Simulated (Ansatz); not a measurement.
**PbS: two-dimensional strain map**

Method: Ansatz, DFT PBEsol, scalar-relativistic, plane waves, PAW. Cutoff 420 eV, Γ-centred 14×14×14 k-points, Gaussian smearing of 0.15 eV. Spin–orbit coupling is left out, which can shift energies with elements as heavy as these. No spin polarisation. Energies are free energies at this smearing, counted from the undisturbed cell; pressure is positive in compression.

The starting cell (as given, not relaxed at this level; it stands at -3.4 GPa; this CsCl-type form isn't the usual structure):

```
Pb S
1.0
     3.65366    0.00000    0.00000
     0.00000    3.65366    0.00000
     0.00000    0.00000    3.65366
Pb S
1 1
Cartesian
  0.0000 0.0000 0.0000
  1.8268 1.8268 1.8268
```

The cell is strained by p along both x and y and by q along z, fractional coordinates fixed. Points are written (p, q).

Energy above the undisturbed cell in meV/atom (a dash: not computed):

| p \ q | -0.050 | 0.000 | 0.050 |
| --- | --- | --- | --- |
| -0.050 | 24.4 | 3.0 | 27.0 |
| 0.000 | -4.2 | 0.0 | 44.5 |
| 0.050 | 70.2 | 95.1 | – |

Pressure in GPa:

```
 p \ q  -0.050  0.000  0.050
-0.050     7.1    2.8   -0.4
 0.000    -0.6   -3.4   -5.5
 0.050    -5.3   -7.2      –
```